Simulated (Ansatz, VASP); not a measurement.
**PtSe2 in VASP and in Ansatz**

The input INCAR:

```
ALGO = Normal ; EDIFF = 1E-7
ENCUT = 520 ; GGA = PE
ISIF = 2 ; ISMEAR = -1
LASPH = True ; LCHARG = False
LREAL = False ; LWAVE = False
NBANDS = 18 ; NELM = 80
PREC = Accurate ; SIGMA = 0.1
```

Contents of KPOINTS:

```
k-points
0
Gamma
  6 6 4
```

The input POSCAR:

```
PtSe2
1.0
    3.7857180000      0.0000000000      0.0000000000
   -1.8928590000      3.2785290000      0.0000000000
    0.0000000000      0.0000000000      5.1094700000
Se Pt
2 1
Direct
    0.3333000000      0.6667000000      0.2550000000
    0.6667000000      0.3333000000      0.7450000000
    0.0000000000      0.0000000000      0.0000000000
```

Input for Ansatz:

```yaml
crystal:
  lattice:
    - [3.785718, 0.0, 0.0]
    - [-1.892859, 3.278529, 0.0]
    - [0.0, 0.0, 5.10947]
  atoms:
    - { symbol: Se, position: [0.3333, 0.6667, 0.255] }
    - { symbol: Se, position: [0.6667, 0.3333, 0.745] }
    - { symbol: Pt, position: [0.0, 0.0, 0.0] }
  symmetry: { tolerance: 0.0003 }
kpoints:
  mp_grid: { grid: [6, 6, 4], shift: [0, 0, 0] }
magnetization:
  spin_polarized: false
scf:
  occupations: { method: fermi_dirac }
hamiltonian:
  pseudopotentials: { kind: paw }
  xc: pbe
basis:
  ecutwfc: 420
output:
  forces: true
  stress: true
  eigenvalues: true
  write_density: true
  write_potential: true
  elf: true
  volumetric_format: npy
```

Alike in both runs: task single point; functional PBE; k mesh 6 × 6 × 4; no spin polarisation.

|  | VASP | Ansatz |
| --- | --- | --- |
| version | VASP 6.6.1 | Ansatz 0.2.0 |
| potentials or method | VASP PAW PBE potentials, release 64 (Se, Pt) | PAW plane waves |
| plane-wave cutoff (eV) | 520 | 420 |
| occupations | fermi-dirac, width 0.1 eV | fermi-dirac |
| valence electrons in the cell | 22 | 50 |

VASP gave:

- gap on the k mesh at the Fermi level (eV): none
- pressure (GPa): 0.1
- largest component of the traceless stress (GPa): 0.06
- rms of the force components (eV/Å): 0.079

Problem. Estimate Ansatz's values.

Solution. gap on the k mesh at the Fermi level (eV): none; pressure (GPa): 0.2; largest component of the traceless stress (GPa): 0.06; rms of the force components (eV/Å): 0.081.

Atom by atom the forces differ by 0.002 eV/Å (rms over components). A gap of «none» marks a metal or a gap that the smearing closes. The two sets of potentials don't hold the same shells in valence. Ansatz warned: «structure_snapped_to_symmetry».

The runs have no spin-orbit coupling, so splittings on Pt are missing.
